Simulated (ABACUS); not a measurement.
# Bi (Im-3m) in ABACUS: equation of state

How stiff is Bi in PBE, and what volume does it want? The cell is scaled to several volumes.

Everything below comes from runs of ABACUS 3.10.1. Logs are shortened: lines on timing, memory, paths and dates and some standing lists are left out, and cuts for length are marked.

## (1) The crystal as given

It takes space group Im-3m (No. 229, cubic). The conventional cell has a = 3.963 Å, b = 3.963 Å, c = 3.963 Å, α = 90.00°, β = 90.00°, γ = 90.00°. Around Bi (site symmetry m-3m) lie 8 Bi at 3.43 Å.

This isn't the form of Bi at room conditions, which is rhombohedral.

## (2) Equation of state, PBE, 29.25 Å³/atom (volume scaled by 0.94)

File INPUT:

```
INPUT_PARAMETERS
suffix              Bi
calculation         scf
basis_type          pw
pseudo_dir          ./
symmetry            1
dft_functional      pbe
ecutwfc             66
pseudo_rcut         10
nspin               1
nbands              12
ks_solver           dav
smearing_method     fd
smearing_sigma      0.00367493
scf_thr             1e-08
scf_nmax            100
mixing_type         broyden
mixing_beta         0.7
cal_force           1
cal_stress          1
kpar                4
```

File STRU:

```
ATOMIC_SPECIES
Bi 208.9804 Bi.upf

LATTICE_CONSTANT
1.8897261246

LATTICE_VECTORS
-1.9409818243 1.9409818243 1.9409818243
1.9409818243 -1.9409818243 1.9409818243
1.9409818243 1.9409818243 -1.9409818243

ATOMIC_POSITIONS
Direct

Bi
0.0
1
0.0000000000 0.0000000000 0.0000000000 1 1 1
```

File KPT:

```
K_POINTS
0
Gamma
9 9 9 0 0 0
```

Potentials or basis: PseudoDojo NC SR 0.4.1 PBE standard, plane waves.

Run with:

```bash
$ OMP_NUM_THREADS=1 mpirun -np 4 abacus > log
```

running log:

```text
ABACUS v3.10.1

               Atomic-orbital Based Ab-initio Computation at UStc

 ------------------------------------------------------------------------------------

 READING GENERAL INFORMATION
                           global_out_dir = OUT.Bi/
                           global_in_card = INPUT
                               pseudo_dir = ./
                              orbital_dir =
                                    DSIZE = 4
                                    GSIZE = 1

 READING UNITCELL INFORMATION
                                    ntype = 1
                  lattice constant (Bohr) = 1.88973
              lattice constant (Angstrom) = 1

 READING ATOM TYPE 1
                               atom label = Bi
                      L=0, number of zeta = 1
                      L=1, number of zeta = 1
                      L=2, number of zeta = 1
             number of atom for this type = 1

                        TOTAL ATOM NUMBER = 1
DIRECT COORDINATES
    atom                   x                   y                   z     mag                  vx                  vy                  vz
taud_Bi1            0.0000000000        0.0000000000        0.0000000000  0.0000        0.0000000000        0.0000000000        0.0000000000

                          Volume (Bohr^3) = 197.388
                             Volume (A^3) = 29.2499

 Lattice vectors: (Cartesian coordinate: in unit of a_0)
             -1.94098            +1.94098            +1.94098
             +1.94098            -1.94098            +1.94098
             +1.94098            +1.94098            -1.94098
 Reciprocal vectors: (Cartesian coordinate: in unit of 2 pi/a_0)
                   +0           +0.257602           +0.257602
            +0.257602                  +0           +0.257602
            +0.257602           +0.257602                  +0
 The esolver type has been set to : ksdft_pw

                PAO radial cut off (Bohr) = 10

 Read in pseudopotential file is Bi.upf
                     pseudopotential type = NC
          exchange-correlation functional = PBE
                 nonlocal core correction = 1
                        valence electrons = 15
                                     lmax = 2
                           number of zeta = 3
                     number of projectors = 6
                           L of projector = 0
                           L of projector = 0
                           L of projector = 1
                           L of projector = 1
                           L of projector = 2
                           L of projector = 2
     initial pseudo atomic orbital number = 9

 SETUP THE ELECTRONS NUMBER
            electron number of element Bi = 15
      total electron number of element Bi = 15
            AUTOSET number of electrons:  = 15
                           occupied bands = 8
                                   NBANDS = 12
                                   NLOCAL = 9

%%%%%%%%%%%%%%%%%%%%%%%%%%%%%%%%%%%%%%%%%%%%%%%%%%%%%%%%%%%%%%%%%%%%%%%%%%%%%%%%%%%%%%%%%%%%%%%%%%%%%%%%%%
 Warning: the number of valence electrons in pseudopotential > 5 for Bi: [Xe] 4f14 5d10 6s2 6p3
 Pseudopotentials with additional electrons can yield (more) accurate outcomes, but may be less efficient.
 If you're confident that your chosen pseudopotential is appropriate, you can safely ignore this warning.
%%%%%%%%%%%%%%%%%%%%%%%%%%%%%%%%%%%%%%%%%%%%%%%%%%%%%%%%%%%%%%%%%%%%%%%%%%%%%%%%%%%%%%%%%%%%%%%%%%%%%%%%%%

 SETUP THE PLANE WAVE BASIS
 energy cutoff for charge/potential (unit:Ry) = 264
            fft grid for charge/potential = [ 36, 36, 36 ]
                        fft grid division = [ 1, 1, 1 ]
        big fft grid for charge/potential = [ 36, 36, 36 ]
                                     nbxx = 46656
                                     nrxx = 46656

 SETUP PLANE WAVES FOR CHARGE/POTENTIAL
                    number of plane waves = 14243
                         number of sticks = 801

 PARALLEL PW FOR CHARGE/POTENTIAL
     PROC   COLUMNS(POT)             PW
        1            801          14243
 --------------- sum -------------------
        1            801          14243
                            number of |g| = 167
                                  max |g| = 23.7564
                                  min |g| = 0

----------- Double Check Mixing Parameters Begin ------------
mixing_type: broyden
mixing_beta: 0.7
mixing_gg0: 1
mixing_gg0_min: 0.1
mixing_ndim: 8
----------- Double Check Mixing Parameters End ------------

 LATTICE VECTORS: (CARTESIAN COORDINATE: IN UNIT OF A0)
[... 22 lines left out ...]
              PURE POINT GROUP OPERATIONS = 48
                   SPACE GROUP OPERATIONS = 48
                              POINT GROUP = O_h
               POINT GROUP IN SPACE GROUP = O_h

 SETUP K-POINTS
                                    nspin = 1
                   Input type of k points = Monkhorst-Pack(Gamma)
                                   nkstot = 729
                       right hand lattice = 1
(for reciprocal lattice: )
                             BRAVAIS TYPE = 3
                     BRAVAIS LATTICE NAME = 03. Cubic F (face-centered)
                                    ibrav = 3
                       right hand lattice = 1
(for k-lattice: )
                             BRAVAIS TYPE = 3
                     BRAVAIS LATTICE NAME = 03. Cubic F (face-centered)
                                    ibrav = 3
                       right hand lattice = 1
                        ROTATION MATRICES = 48
                               nkstot_ibz = 35
K-POINTS REDUCTION ACCORDING TO SYMMETRY
     IBZ    DIRECT_X    DIRECT_Y    DIRECT_Z  WEIGHT  ibz2bz
       1  0.00000000  0.00000000  0.00000000  0.0014       0
       2 -0.11111111  0.11111111  0.00000000  0.0165       1
       3 -0.22222222  0.22222222  0.00000000  0.0165       2
       4 -0.33333333  0.33333333  0.00000000  0.0165       3
       5 -0.44444444  0.44444444  0.00000000  0.0165       4
       6 -0.22222222  0.11111111  0.11111111  0.0329      10
[... 22 lines left out ...]
      29 -0.44444444  0.44444444  0.22222222  0.0329     203
      30 -0.44444444  0.33333333  0.33333333  0.0329     204
[... 5 further k points ...]

                               nkstot now = 35
[... K-POINTS DIRECT COORDINATES: 35 rows ...]

           k-point number in this process = 9
       minimum distributed K point number = 8
[... stars of the k points ...]

[... K-POINTS CARTESIAN COORDINATES: 9 rows ...]

[... K-POINTS DIRECT COORDINATES: 9 rows ...]

 SETUP PLANE WAVES FOR WAVE FUNCTIONS
     energy cutoff for wavefunc (unit:Ry) = 66
              fft grid for wave functions = [ 36, 36, 36 ]
                    number of plane waves = 2491
                         number of sticks = 249

 PARALLEL PW FOR WAVE FUNCTIONS
     PROC   COLUMNS(POT)             PW
        1            249           2491
 --------------- sum -------------------
        1            249           2491

 SETUP NONLOCAL PSEUDOPOTENTIALS IN PLANE WAVE BASIS
 Bi non-local projectors:
 projector 1 L=0
 projector 2 L=0
 projector 3 L=1
 projector 4 L=1
 projector 5 L=2
 projector 6 L=2
      TOTAL NUMBER OF NONLOCAL PROJECTORS = 18

 Init Non-Local PseudoPotential table :
 Init Non-Local-Pseudopotential done.

                                     npwx = 1799

 Make real space PAO into reciprocal space.
       max mesh points in Pseudopotential = 1001
     dq(describe PAO in reciprocal space) = 0.01
                                    max q = 979

 number of pseudo atomic orbitals for Bi is 3
WARNING: norm of atomic wavefunction # 3 of atomic type Bi is 0.999859, renormalized

 -------------------------------------------
 SELF-CONSISTENT
 -------------------------------------------
                                 init_chg = atomic

 PW ALGORITHM --------------- ION=   1  ELEC=   1--------------------------------
 Notice: Threshold on eigenvalues was too large.
 hsover_error=0.15 > DRHO=0.00169277
 Origin diag ethr = 0.01
 New diag ethr = 1.12851e-05

 Density error is 0.00161132725773
                          Error Threshold = 1.12851019673e-05
----------------------------------------------------------
     Energy           Rydberg                 eV
----------------------------------------------------------
 E_KohnSham     -164.0914509711      -2232.5787262949
 E_Harris       -164.3888402322      -2236.6249147698
 E_Fermi        0.9657736822         13.1400250567
----------------------------------------------------------
[... 39 lines left out ...]
 Density error is 8.75339021546e-10
                          Error Threshold = 2.01594746016e-10
----------------------------------------------------------
     Energy           Rydberg                 eV
----------------------------------------------------------
 E_KohnSham     -164.0916781243      -2232.5818168729
 E_KS(sigma->0) -164.0915007836      -2232.5794040290
 E_Harris       -164.0915863824      -2232.5805686596
 E_band         -4.7779987737        -65.0080083593
 E_one_elec     -38.5352550756       -524.2990429111
 E_Hartree      29.4226637948        400.3158779474
 E_xc           -43.3587105097       -589.9255208648
 E_Ewald        -111.6200216524      -1518.6683053566
 E_entropy(-TS) -0.0003546814        -0.0048256878
 E_descf        0.0000000000         0.0000000000
 E_exx          0.0000000000         0.0000000000
 E_Fermi        0.9616462474         13.0838684255
----------------------------------------------------------

 charge density convergence is achieved
 final etot is -2232.5818169 eV
 EFERMI = 13.083868426 eV

 STATE ENERGY(eV) AND OCCUPATIONS    NSPIN == 1
 1/9 kpoint (Cartesian) = 0.0000 0.0000 0.0000 (1745 pws)
       1       -10.1298     0.00274348
       2       -10.1298     0.00274348
       3       -10.1298     0.00274348
       4       -9.97325     0.00274348
       5       -9.97325     0.00274348
       6       -1.00043     0.00274348
       7        18.5488    9.33659e-51
       8        18.5488    9.33659e-51
       9        18.5488    9.33659e-51
      10        22.9118    1.18532e-88
      11        23.8685        0.00000
      12        23.8685        0.00000
[... 57 lines left out ...]
 6/9 kpoint (Cartesian) = 0.057245 -0.028622 -0.028622 (1793 pws)
       1       -10.1365      0.0658436
       2       -10.1162      0.0658436
       3       -10.0475      0.0658436
       4       -9.99001      0.0658436
       5       -9.97621      0.0658436
       6      -0.279465      0.0658436
       7        14.1880    1.69156e-11
       8        16.4865    1.83444e-31
       9        17.5338    1.46753e-40
      10        21.8528    4.48846e-78
      11        22.0731    5.48558e-80
      12        23.8828        0.00000

[... levels at 3 further k points ...]

------------------------------------------------------------------------------------------
 TOTAL-FORCE (eV/Angstrom)
------------------------------------------------------------------------------------------
                       Bi1         0.0000000000         0.0000000000         0.0000000000
------------------------------------------------------------------------------------------

----------------------------------------------------------------
 TOTAL-STRESS (KBAR)
----------------------------------------------------------------
        49.0658464393         0.0000000000         0.0000000000
         0.0000000000        49.0658464393        -0.0000000000
        -0.0000000000        -0.0000000000        49.0658464393
----------------------------------------------------------------
 TOTAL-PRESSURE: 49.065846 KBAR

 --------------------------------------------
 !FINAL_ETOT_IS -2232.5818168728928867 eV
 --------------------------------------------
```

Wall time 3.9 s (4 MPI ranks of AMD EPYC 7R13 (Zen 3), shared host); peak memory 0.24 GiB.

Results:

| Property | Result |
| --- | --- |
| Free energy | -2232.5818 eV |
| Pressure | 4.9 GPa |
| Band gap on the k mesh | none (metal or under the smearing width) |

Caveat: spin-orbit coupling is left out, which moves the levels of the heavy elements.

## (3) Equation of state, PBE, 29.87 Å³/atom (volume scaled by 0.96)

INPUT is that of step 2.

File STRU:

```
ATOMIC_SPECIES
Bi 208.9804 Bi.upf

LATTICE_CONSTANT
1.8897261246

LATTICE_VECTORS
-1.9546511608 1.9546511608 1.9546511608
1.9546511608 -1.9546511608 1.9546511608
1.9546511608 1.9546511608 -1.9546511608

ATOMIC_POSITIONS
Direct

Bi
0.0
1
0.0000000000 0.0000000000 0.0000000000 1 1 1
```

KPT is that of step 2.

Potentials or basis: PseudoDojo NC SR 0.4.1 PBE standard, plane waves.

Run with:

```bash
$ OMP_NUM_THREADS=1 mpirun -np 4 abacus > log
```

It took 3.8 s on 4 MPI ranks of AMD EPYC 7R13 (Zen 3), shared host; peak memory 0.24 GiB.

The run converged. Its results:

| Quantity | Value |
| --- | --- |
| Free energy | -2232.5982 eV |
| Pressure | 3.4 GPa |
| Band gap on the k mesh | none (metal or under the smearing width) |

Caveat: spin-orbit coupling is left out, which moves the levels of the heavy elements.

## (4) Equation of state, PBE, 30.49 Å³/atom (volume scaled by 0.98)

INPUT is that of step 3.

File STRU:

```
ATOMIC_SPECIES
Bi 208.9804 Bi.upf

LATTICE_CONSTANT
1.8897261246

LATTICE_VECTORS
-1.9681319396 1.9681319396 1.9681319396
1.9681319396 -1.9681319396 1.9681319396
1.9681319396 1.9681319396 -1.9681319396

ATOMIC_POSITIONS
Direct

Bi
0.0
1
0.0000000000 0.0000000000 0.0000000000 1 1 1
```

KPT is that of step 3.

Run with:

```bash
$ OMP_NUM_THREADS=1 mpirun -np 4 abacus > log
```

It took 3.5 s on 4 MPI ranks of AMD EPYC 7R13 (Zen 3), shared host; peak memory 0.24 GiB.

It converged, with:

```yaml
Free_energy: -2232.6090 eV
Pressure: 2.1 GPa
Band_gap_on_the_k_mesh: none (metal or under the smearing width)
```

Caveat: spin-orbit coupling is left out, which moves the levels of the heavy elements.

## (5) Equation of state, PBE, 31.12 Å³/atom

INPUT is that of step 4.

File STRU:

```
ATOMIC_SPECIES
Bi 208.9804 Bi.upf

LATTICE_CONSTANT
1.8897261246

LATTICE_VECTORS
-1.9814305318 1.9814305318 1.9814305318
1.9814305318 -1.9814305318 1.9814305318
1.9814305318 1.9814305318 -1.9814305318

ATOMIC_POSITIONS
Direct

Bi
0.0
1
0.0000000000 0.0000000000 0.0000000000 1 1 1
```

KPT is that of step 4.

Run with:

```bash
$ OMP_NUM_THREADS=1 mpirun -np 4 abacus > log
```

Run time: 3.6 s. Hardware: 4 MPI ranks of AMD EPYC 7R13 (Zen 3), shared host; peak memory 0.24 GiB.

Results (log left out):

| Quantity | Value |
| --- | --- |
| Free energy | -2232.6149 eV |
| Pressure | 0.9 GPa |
| Band gap on the k mesh | none (metal or under the smearing width) |

Caveat: spin-orbit coupling is left out, which moves the levels of the heavy elements.

## (6) Equation of state, PBE, 31.74 Å³/atom (volume scaled by 1.02)

INPUT is that of step 5.

File STRU:

```
ATOMIC_SPECIES
Bi 208.9804 Bi.upf

LATTICE_CONSTANT
1.8897261246

LATTICE_VECTORS
-1.9945529707 1.9945529707 1.9945529707
1.9945529707 -1.9945529707 1.9945529707
1.9945529707 1.9945529707 -1.9945529707

ATOMIC_POSITIONS
Direct

Bi
0.0
1
0.0000000000 0.0000000000 0.0000000000 1 1 1
```

KPT is that of step 5.

Potentials or basis: PseudoDojo NC SR 0.4.1 PBE standard, plane waves.

Run with:

```bash
$ OMP_NUM_THREADS=1 mpirun -np 4 abacus > log
```

Run time: 3.6 s. Hardware: 4 MPI ranks of AMD EPYC 7R13 (Zen 3), shared host; peak memory 0.28 GiB.

It converged, with:

```yaml
Free_energy: -2232.6163 eV
Pressure: -0.2 GPa
Band_gap_on_the_k_mesh: none (metal or under the smearing width)
```

Caveat: spin-orbit coupling is left out, which moves the levels of the heavy elements.

## (7) Equation of state, PBE, 32.36 Å³/atom (volume scaled by 1.04)

INPUT is that of step 6.

File STRU:

```
ATOMIC_SPECIES
Bi 208.9804 Bi.upf

LATTICE_CONSTANT
1.8897261246

LATTICE_VECTORS
-2.0075049763 2.0075049763 2.0075049763
2.0075049763 -2.0075049763 2.0075049763
2.0075049763 2.0075049763 -2.0075049763

ATOMIC_POSITIONS
Direct

Bi
0.0
1
0.0000000000 0.0000000000 0.0000000000 1 1 1
```

KPT is that of step 6.

Run with:

```bash
$ OMP_NUM_THREADS=1 mpirun -np 4 abacus > log
```

Wall time 3.7 s (4 MPI ranks of AMD EPYC 7R13 (Zen 3), shared host); peak memory 0.24 GiB.

Results (log left out):

- Free energy: -2232.6138 eV
- Pressure: -1.2 GPa
- Band gap on the k mesh: none (metal or under the smearing width)

Caveat: spin-orbit coupling is left out, which moves the levels of the heavy elements.

## (8) Equation of state, PBE, 32.98 Å³/atom (volume scaled by 1.06)

INPUT is that of step 7.

File STRU:

```
ATOMIC_SPECIES
Bi 208.9804 Bi.upf

LATTICE_CONSTANT
1.8897261246

LATTICE_VECTORS
-2.0202919770 2.0202919770 2.0202919770
2.0202919770 -2.0202919770 2.0202919770
2.0202919770 2.0202919770 -2.0202919770

ATOMIC_POSITIONS
Direct

Bi
0.0
1
0.0000000000 0.0000000000 0.0000000000 1 1 1
```

KPT is that of step 7.

Run with:

```bash
$ OMP_NUM_THREADS=1 mpirun -np 4 abacus > log
```

It took 4.1 s on 4 MPI ranks of AMD EPYC 7R13 (Zen 3), shared host; peak memory 0.24 GiB.

The run converged. Its results:

```
Free energy            : -2232.6078 eV
Pressure               : -2.0 GPa
Band gap on the k mesh : none (metal or under the smearing width)
```

Caveat: spin-orbit coupling is left out, which moves the levels of the heavy elements.

## (9) Equation of state, PBE

Potentials or basis: PseudoDojo NC SR 0.4.1 PBE standard, plane waves.

This step only gathers the single runs of the series.

Results:

```
Equilibrium volume                      : 31.64 Å³/atom
Bulk modulus                            : 53 GPa
Pressure derivative of the bulk modulus : 4.6
```

Energy against volume, from the lowest point:
| volume (Å³/atom) | energy (meV/atom) |
| --- | --- |
| 29.250 | 34.52 |
| 29.872 | 18.18 |
| 30.495 | 7.32 |
| 31.117 | 1.42 |
| 31.739 | 0.00 |
| 32.362 | 2.53 |
| 32.984 | 8.57 |

Caveat: spin-orbit coupling is left out, which moves the levels of the heavy elements.
